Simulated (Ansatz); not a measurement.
The system is InSe.

```xyz
4
Lattice="5.8264 -2.0546 0.0000 5.8264 2.0546 0.0000 -1.7232 0.0000 4.7713" Properties=species:S:1:pos:R:3 pbc="T T T"
In   10.2693    0.0000    0.2235
In   -0.3398    0.0000    4.5479
Se    6.5489    0.0000    3.1918
Se    3.3807    0.0000    1.5795
```

The cell comes from a database or a generator and needn't be the stable form of this composition.

Base run:

```yaml
Program: Ansatz 0.2.0
Functional: PBEsol
Potentials_or_basis: all-electron LAPW, scalar-relativistic
Cutoff: 240 eV (chosen from the basis error)
Basis_error_allowed: 0.002 eV/atom
k_mesh: 7 × 7 × 6
Occupations: fermi-dirac, width 0.05 eV
Spin: no spin polarisation
```

Its results: band gap on the k mesh 1.08 eV, indirect (least direct gap 1.16 eV); pressure -1.1 GPa; largest force 0.067 eV/Å.

**Question.** The run is repeated on the same cell with these changes: functional from PBEsol to LDA. What comes out?

**Answer.** Band gap on the k mesh 1.00 eV, indirect (least direct gap 1.07 eV); pressure -2.8 GPa; largest force 0.089 eV/Å.

LDA binds more tightly than PBEsol, so the same cell stands under less pressure.

Caveats: spin-orbit coupling is left out, which moves the levels of the heavy elements.

A k mesh can miss the band edges.
